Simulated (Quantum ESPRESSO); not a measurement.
# PbSe (Clausthalite) (Fm-3m) in Quantum ESPRESSO: reference runs, part 2 of 2

Quantum ESPRESSO 7.5. The steps go on from the part before.

## (3) Single point, PBE (atoms moved at random, drawn with an rms of 0.05 Å)

Input file pw.in:

```
&CONTROL
  calculation = 'scf'
  prefix = 'pwscf'
  outdir = './tmp'
  pseudo_dir = './pseudo'
  tprnfor = .true.
  tstress = .true.
  disk_io = 'nowf'
/
&SYSTEM
  ibrav = 0
  nat = 2
  ntyp = 2
  ecutwfc = 55
  ecutrho = 440
  nbnd = 16
  occupations = 'smearing'
  smearing = 'fd'
  degauss = 0.00367493
/
&ELECTRONS
  conv_thr = 4d-10
  electron_maxstep = 120
  mixing_beta = 0.5
/
ATOMIC_SPECIES
Pb   207.2000 Pb.pbe-dn-kjpaw_psl.0.2.2.UPF
Se    78.9710 Se_pbe_v1.uspp.F.UPF
CELL_PARAMETERS angstrom
   0.0000000000    3.0606500000    3.0606500000
   3.0606500000    0.0000000000    3.0606500000
   3.0606500000    3.0606500000    0.0000000000
ATOMIC_POSITIONS crystal
Pb    -0.0022480000   -0.0031650000   -0.0006020000
Se     0.5030880000    0.4999950000    0.4926990000
K_POINTS automatic
8 8 8 0 0 0
```

Potentials or basis: SSSP 1.3 efficiency PBE.

The run is started by

```sh
$ OMP_NUM_THREADS=1 pw.x -in pw.in > pw.out
```

pw.out:

```text
This program is part of the open-source Quantum ESPRESSO suite
     for quantum simulation of materials; please cite
         "P. Giannozzi et al., J. Phys.:Condens. Matter 21 395502 (2009);
         "P. Giannozzi et al., J. Phys.:Condens. Matter 29 465901 (2017);
         "P. Giannozzi et al., J. Chem. Phys. 152 154105 (2020);
     in publications or presentations arising from this work. More details at

     file Pb.pbe-dn-kjpaw_psl.0.2.2.UPF: wavefunction(s)  6S renormalized

     G-vector sticks info
     --------------------
     sticks:   dense  smooth     PW     G-vecs:    dense   smooth      PW
     Sum        2053    1027    301                60375    21331    3479

     Using Slab Decomposition

     bravais-lattice index     =            0
     lattice parameter (alat)  =       8.1795  a.u.
     unit-cell volume          =     386.9614 (a.u.)^3
     number of atoms/cell      =            2
     number of atomic types    =            2
     number of electrons       =        20.00
     number of Kohn-Sham states=           16
     kinetic-energy cutoff     =      55.0000  Ry
     charge density cutoff     =     440.0000  Ry
     scf convergence threshold =      4.0E-10
     mixing beta               =       0.5000
     number of iterations used =            8  plain     mixing
     Exchange-correlation= SLA  PW   PBE  PBE
                           (   1   4   3   4   0   0   0)

     celldm(1)=   8.179515  celldm(2)=   0.000000  celldm(3)=   0.000000
     celldm(4)=   0.000000  celldm(5)=   0.000000  celldm(6)=   0.000000

     crystal axes: (cart. coord. in units of alat)
               a(1) = (   0.000000   0.707107   0.707107 )
               a(2) = (   0.707107   0.000000   0.707107 )
               a(3) = (   0.707107   0.707107   0.000000 )

     reciprocal axes: (cart. coord. in units 2 pi/alat)
               b(1) = ( -0.707107  0.707107  0.707107 )
               b(2) = (  0.707107 -0.707107  0.707107 )
               b(3) = (  0.707107  0.707107 -0.707107 )

     PseudoPot. # 1 for Pb read from file:
     Pb.pbe-dn-kjpaw_psl.0.2.2.UPF
     Pseudo is Projector augmented-wave + core cor, Zval = 14.0
     Generated using "atomic" code by A. Dal Corso  v.5.0.99 svn rev. 10869
     Shape of augmentation charge: PSQ
     Using radial grid of 1281 points,  6 beta functions with:
                l(1) =   0
                l(2) =   0
                l(3) =   1
                l(4) =   1
                l(5) =   2
                l(6) =   2
     Q(r) pseudized with 0 coefficients

     PseudoPot. # 2 for Se read from file:
     Se_pbe_v1.uspp.F.UPF
     Pseudo is Ultrasoft + core correction, Zval =  6.0
     Generated by new atomic code, or converted to UPF format
     Using radial grid of  877 points,  6 beta functions with:
                l(1) =   0
                l(2) =   0
                l(3) =   1
                l(4) =   1
                l(5) =   2
                l(6) =   2
     Q(r) pseudized with  8 coefficients,  rinner =    1.300   1.300   1.300
                                                       1.300   1.300

     atomic species   valence    mass     pseudopotential
     Pb               14.00   207.20000     Pb( 1.00)
     Se                6.00    78.97100     Se( 1.00)

     No symmetry found

   Cartesian axes

     site n.     atom                  positions (alat units)
         1        Pb     tau(   1) = (  -0.0026637  -0.0020153  -0.0038276  )
         2        Se     tau(   2) = (   0.7019407   0.7041277   0.7092868  )

     number of k points=   260  Fermi-Dirac smearing, width (Ry)=  0.0037

     Number of k-points >= 100: set verbosity='high' to print them.

     Dense  grid:    60375 G-vectors     FFT dimensions: (  60,  60,  60)

     Smooth grid:    21331 G-vectors     FFT dimensions: (  40,  40,  40)

     Initial potential from superposition of free atoms

     starting charge      19.9976, renormalised to      20.0000
     Starting wfcs are   13 randomized atomic wfcs +    3 random wfcs

     Self-consistent Calculation

     iteration #  1     ecut=    55.00 Ry     beta= 0.50
     Davidson diagonalization with overlap
     ethr =  1.00E-02,  avg # of iterations =  5.7

     Threshold (ethr) on eigenvalues was too large:
     Diagonalizing with lowered threshold

     Davidson diagonalization with overlap
     ethr =  4.10E-04,  avg # of iterations =  4.0

     total energy              =    -914.21318384 Ry
     estimated scf accuracy    <       0.07988461 Ry
[... 12 lines left out ...]
     total energy              =    -914.23941172 Ry
     estimated scf accuracy    <       0.00083551 Ry

     iteration #  4     ecut=    55.00 Ry     beta= 0.50
     Davidson diagonalization with overlap
     c_bands:  2 eigenvalues not converged
     c_bands:  1 eigenvalues not converged
     ethr =  4.18E-06,  avg # of iterations =  5.7

     total energy              =    -914.23962233 Ry
     estimated scf accuracy    <       0.00002435 Ry

     iteration #  5     ecut=    55.00 Ry     beta= 0.50
     Davidson diagonalization with overlap
     ethr =  1.22E-07,  avg # of iterations =  5.6
[... 8 lines left out ...]
     total energy              =    -914.23965405 Ry
     estimated scf accuracy    <       0.00000001 Ry

     iteration #  7     ecut=    55.00 Ry     beta= 0.50
     Davidson diagonalization with overlap
     c_bands:  1 eigenvalues not converged
     ethr =  6.74E-11,  avg # of iterations =  8.1

     total energy              =    -914.23965411 Ry
     estimated scf accuracy    <          2.3E-09 Ry

     iteration #  8     ecut=    55.00 Ry     beta= 0.50
     Davidson diagonalization with overlap
     ethr =  1.14E-11,  avg # of iterations =  3.3

     End of self-consistent calculation

     Number of k-points >= 100: set verbosity='high' to print the bands.

     the Fermi energy is     8.3280 ev

!    total energy              =    -914.23965411 Ry
     estimated scf accuracy    <          1.8E-10 Ry
     smearing contrib. (-TS)   =      -0.00002068 Ry
     internal energy E=F+TS    =    -914.23963343 Ry

     The total energy is F=E-TS. E is the sum of the following terms:
     one-electron contribution =     -36.83958523 Ry
     hartree contribution      =      32.88370605 Ry
     xc contribution           =     -74.06485543 Ry
     ewald contribution        =    -107.77817039 Ry
     one-center paw contrib.   =    -728.44072843 Ry

     convergence has been achieved in   8 iterations

     Forces acting on atoms (cartesian axes, Ry/au):

     atom    1 type  1   force =    -0.00025863   -0.00009966    0.00061892
     atom    2 type  2   force =     0.00025863    0.00009966   -0.00061892

     Total force =     0.000959     Total SCF correction =     0.000002

     Computing stress (Cartesian axis) and pressure

          total   stress  (Ry/bohr**3)                   (kbar)     P=       23.62
   0.00016008   0.00000003  -0.00000016           23.55        0.00       -0.02
   0.00000003   0.00015978  -0.00000006            0.00       23.50       -0.01
  -0.00000016  -0.00000006   0.00016175           -0.02       -0.01       23.79

=------------------------------------------------------------------------------=
   JOB DONE.
=------------------------------------------------------------------------------=
```

It took 3.1 min on 1 thread of Arm Neoverse V2, shared host; peak memory 0.41 GiB.

Results:

- Free energy: -12438.8642 eV
- Pressure: 2.4 GPa
- Largest force: 0.017 eV/Å
- Band gap on the k mesh: 0.30 eV, direct

Forces on the atoms (eV/Å):
```
Pb  -0.007 -0.003  0.016
Se   0.007  0.003 -0.016
```

Levels at points of the mesh, in eV from the valence-band top:
```csv
k point,band 7,band 8,band 9,band 10,band 11,band 12,band 13,band 14
"(0.00, 0.00, 0.00)",-6.31,-1.87,-1.87,-1.86,4.71,4.71,4.71,6.53
"(0.00, 0.00, -0.50)",-8.80,-1.47,-1.47,-0.01,0.31,1.70,1.70,8.55
"(0.00, -0.50, -0.50)",-7.39,-4.98,-3.23,-3.23,3.70,5.62,5.62,6.06
"(0.50, 0.50, 0.50)",-8.81,-1.47,-1.47,0.00,0.30,1.70,1.70,8.56
"(-0.50, 0.00, 0.00)",-8.81,-1.47,-1.47,-0.01,0.31,1.70,1.70,8.55
"(0.00, -0.50, 0.00)",-8.81,-1.47,-1.47,0.00,0.30,1.70,1.70,8.56
"(-0.50, 0.00, -0.50)",-7.39,-4.98,-3.23,-3.23,3.69,5.62,5.62,6.06
"(-0.50, -0.50, 0.00)",-7.39,-4.98,-3.23,-3.23,3.70,5.62,5.62,6.06
```

Caveat: spin-orbit coupling is left out, which as a rule narrows the gap of such compounds by several tenths of an eV.

## (4) Against experiment

Step 2. Against the measured gap of PbSe, 0.28 eV (direct; 300 K; a printed reference work, monograph), the calculated 0.30 eV is off by +0.02 eV. 2 values of this kind are on record (0.15 to 0.28 eV); this one was drawn at random. Spin-orbit coupling on Pb, Se is left out. The value is that of PBE on a finite k mesh, which can miss the band edges, without temperature or zero-point motion.
